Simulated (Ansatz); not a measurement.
**Sr in Ansatz: the effect of functional**

Sr:

```xyz
1
Lattice="0.0000 3.0824 3.0824 3.0824 0.0000 3.0824 3.0824 3.0824 0.0000" Properties=species:S:1:pos:R:3 pbc="T T T"
Sr    0.0000    0.0000    0.0000
```

The cell isn't the ideal one: volume scaled by 1.04.

Alike in all runs:

- Program: Ansatz 0.2.0
- Task: single point
- Potentials or basis: Ansatz PAW
- k mesh: 8 × 8 × 8
- Occupations: fermi-dirac, width 0.05 eV
- Spin: no spin polarisation

| functional | cutoff | pressure (GPa) |
| --- | --- | --- |
| LDA | 420 eV (not typed: the program's choice for these potentials) | -1.9 |
| PBEsol | 420 eV (not typed: the program's choice for these potentials) | -1.2 |
| r2SCAN | 500 eV (not typed: the program's choice for these potentials) | ? |

Problem. What does the run with functional r2SCAN give?

Solution. Pressure -0.4 GPa.

Caveats: the PAW data sets come from PBE, with cores solved anew for the run's functional, which leaves a small shift of forces and pressure.
